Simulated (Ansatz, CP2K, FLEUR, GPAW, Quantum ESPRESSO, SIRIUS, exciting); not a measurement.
**One calculation of ZrS2, 10 ways**

```
Zr S
1.0
     3.69138    0.00000    0.00000
    -1.84569    3.19683    0.00000
     0.00000    0.00000    6.04108
Zr S
1 2
Direct
  0.00000 0.00000 0.00000
  0.33333 0.66667 0.23791
  0.66667 0.33333 0.76209
```

The cell is a database's computed one, not the measured one.

Alike in all runs: task band structure; functional PBE; k mesh 8 × 8 × 5; occupations fermi-dirac, width 0.05 eV; no spin polarisation; no spin-orbit coupling. Pressure is positive in compression and, in plane waves, holds the error of the finite cutoff, which Ansatz's Pulay term estimates and takes out. Gaps are the smaller of the mesh's and the band path's.

```csv
program and potentials,plane-wave cutoff (eV),notes,band gap (eV),pressure (GPa),largest force (eV/Å)
"Ansatz, JTH PAW",990,-,1.03,0.43,-
"Ansatz, Ansatz PAW (files of its older set among them)",580,-,1.03,0.51,-
"Quantum ESPRESSO, PseudoDojo 0.4.1 SR PBE standard",898,-,1.03,0.52,0.053
"FLEUR, all-electron, FLAPW",-,-,1.03,-,-
"exciting, all-electron LAPW+lo, shipped species files, valence relativity iora*",-,-,1.03,-,-
"GPAW, GPAW PAW data sets (gpaw-data 1.2.1)",600,-,1.03,0.18,-
"SIRIUS, all-electron FP-LAPW (ZORA valence), apw+lo standard",-,-,1.03,-,-
"CP2K, POTENTIAL_UZH Zr GTH-PBE-q12, S GTH-PBE-q6; TZVP-MOLOPT-PBE-GTH basis",-,atomic basis,1.03,0.71,0.144
"SIRIUS, all-electron FP-LAPW (Koelling-Harmon valence), apw+lo standard",-,-,1.03,-,-
"Ansatz, PseudoDojo stringent (PBE files)",898,-,1.03,0.53,0.053
```

Force on atom 2 (S), eV/Å:

```tsv
program and potentials	x	y	z
Ansatz, JTH PAW	0.000	0.000	0.033
Ansatz, Ansatz PAW (files of its older set among them)	0.000	0.000	0.047
Quantum ESPRESSO, PseudoDojo 0.4.1 SR PBE standard	0.000	0.000	0.053
SIRIUS, all-electron FP-LAPW (ZORA valence), apw+lo standard	0.000	0.000	0.037
CP2K, POTENTIAL_UZH Zr GTH-PBE-q12, S GTH-PBE-q6; TZVP-MOLOPT-PBE-GTH basis	0.000	0.000	0.144
SIRIUS, all-electron FP-LAPW (Koelling-Harmon valence), apw+lo standard	0.000	0.000	0.037
Ansatz, PseudoDojo stringent (PBE files)	0.000	0.000	0.053
```

All agree on the band gap. The pressure spans 0.18 (GPAW, GPAW PAW data sets (gpaw-data 1.2.1)) to 0.71 GPa (CP2K, POTENTIAL_UZH Zr GTH-PBE-q12, S GTH-PBE-q6; TZVP-MOLOPT-PBE-GTH basis). The paths' points differ, which is worth about 0.01 eV. Rows in atomic bases carry the error of their basis and grid, which can be large.

The functional is the same throughout but for its coding, so the spread measures potentials, basis and numerics; runs on potential files found faulty are left out.
